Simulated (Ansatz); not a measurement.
CoPt (L1₀ or tetragonal B2, P4/mmm) under volume change, plane-wave PAW PBE (Ansatz code), shape and atoms relaxed at each volume.

| V (Å³/atom) | E − E(relaxed) (meV/atom) | P (GPa) |
|---|---|---|
| 12.300 | 90.4 | 26.22 |
| 12.705 | 37.6 | 15.84 |
| 13.111 | 8.8 | 7.17 |
| 13.516 | 0.0 | 0.00 |
| 13.922 | [?] | [?] |
| 14.327 | [?] | [?] |
| 14.733 | 61.6 | -14.92 |

Question: Fill in the missing entries.

Answer: 
- 14.327, E − E(relaxed) (meV/atom): 29.0
- 14.327, P (GPa): -10.79
- 13.922, E − E(relaxed) (meV/atom): 7.7
- 13.922, P (GPa): -5.89

Question: What does a third-order Birch–Murnaghan fit give for V₀, B₀ and B′?

Answer: V₀ = 13.52 Å³/atom, B₀ = 217 GPa, B′ = 5.2.

The cell was relaxed with PBE under the symmetry of its start. Spin order of the final state: ferromagnetic, chosen from 5 collinear starts compared on coarse meshes (ties went to the first, and starts can fall back to one state), not a proven ground state. Textbook magnetic order: ferromagnetic. Scalar-relativistic: spin–orbit coupling is off unless named, which matters more the heavier the elements.

Potentials: the earlier of the program's two PAW sets.
